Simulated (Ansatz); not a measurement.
## CdSe (Cadmoselite) under changes of volume

One of the cells (28.102 Å³/atom); the others are scaled copies at fixed shape and fractional positions:

```xyz
4
Lattice="4.3000 0.0000 0.0000 -2.1500 3.7239 0.0000 0.0000 0.0000 7.0200" Properties=species:S:1:pos:R:3 pbc="T T T"
Cd    2.1500    1.2413    3.5100
Cd    0.0000    2.4826    0.0000
Se    2.1500    1.2413    6.2127
Se    0.0000    2.4826    2.7027
```

```yaml
Program: Ansatz 0.2.0
Functional: LDA
Potentials_or_basis: all-electron LAPW, scalar-relativistic
Cutoff: 257 eV (chosen from the basis error)
Basis_error_allowed: 0.002 eV/atom
k_mesh: 7 × 7 × 4
Occupations: fermi-dirac, width 0.05 eV
Spin: no spin polarisation
```

```tsv
volume (Å³/atom)	energy over the lowest point (meV/atom)	pressure (GPa)	gap on the mesh (eV)	largest force (eV/Å)
26.416	3.74	1.7	0.55	0.320
26.978	0.00	0.4	0.51	0.296
27.540	0.62	-0.7	0.47	0.274
28.102	5.11	-1.8	0.43	0.254
28.665	13.02	-2.7	0.39	0.235
29.227	?	?	?	?
29.789	37.73	-4.3	0.31	0.200
```

What does the run at 29.227 Å³/atom give?

Energy over the lowest point 24.02 meV/atom; pressure -3.5 GPa; gap on the mesh 0.35 eV; largest force 0.217 eV/Å.

Worked out: A Birch-Murnaghan fit of order 3 (a polynomial in V^(-2/3)) to the other rows has its minimum at 27.17 Å³/atom with B0 = V·E''(V) = 57 GPa and B' = 4.6 at fixed shape and positions, which overstates the stiffness. It gives 24.02 meV/atom at 29.227 Å³/atom, against the run's 24.02, and -dE/dV = -3.5 GPa, against -3.5. A straight line through the other rows of the gap, of slope -2 eV per unit of ln V (its deformation potential), gives 0.35 eV, against the run's 0.35.

Energies are extrapolated to zero smearing.

Spin-orbit coupling on Cd, Se is left out.
